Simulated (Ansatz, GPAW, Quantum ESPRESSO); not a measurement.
TaN: 3 runs at one level of theory

```
Ta N
1.0
     0.00000    2.21132    2.21132
     2.21132    0.00000    2.21132
     2.21132    2.21132    0.00000
Ta N
1 1
Direct
  0.50000 0.50000 0.50000
  0.00000 0.00000 0.00000
```

The cell comes from a database or a generator and needn't be the stable form of this composition.

Alike in all runs: task band structure; functional PBE; k mesh 10 × 10 × 10; occupations fermi-dirac, width 0.05 eV; no spin polarisation; no spin-orbit coupling. Pressure is positive in compression and, in plane waves, holds the error of the finite cutoff.

```json
{"program and potentials": "GPAW, GPAW PAW data sets (gpaw-data 1.2.1)", "plane-wave cutoff (eV)": "800", "notes": "-", "pressure (GPa)": "-1.56"}
{"program and potentials": "Quantum ESPRESSO, PseudoDojo 0.4.1 SR PBE standard", "plane-wave cutoff (eV)": "1143", "notes": "-", "pressure (GPa)": "-1.65"}
{"program and potentials": "Ansatz, all-electron LAPW, scalar-relativistic", "plane-wave cutoff (eV)": "-", "notes": "-", "pressure (GPa)": "-1.18"}
```

The pressure spans -1.65 (Quantum ESPRESSO, PseudoDojo 0.4.1 SR PBE standard) to -1.18 GPa (Ansatz, all-electron LAPW, scalar-relativistic), with all-electron results at -1.18.

The functional is the same throughout but for its coding, so the spread measures potentials, basis and numerics; runs on potential files found faulty are left out.
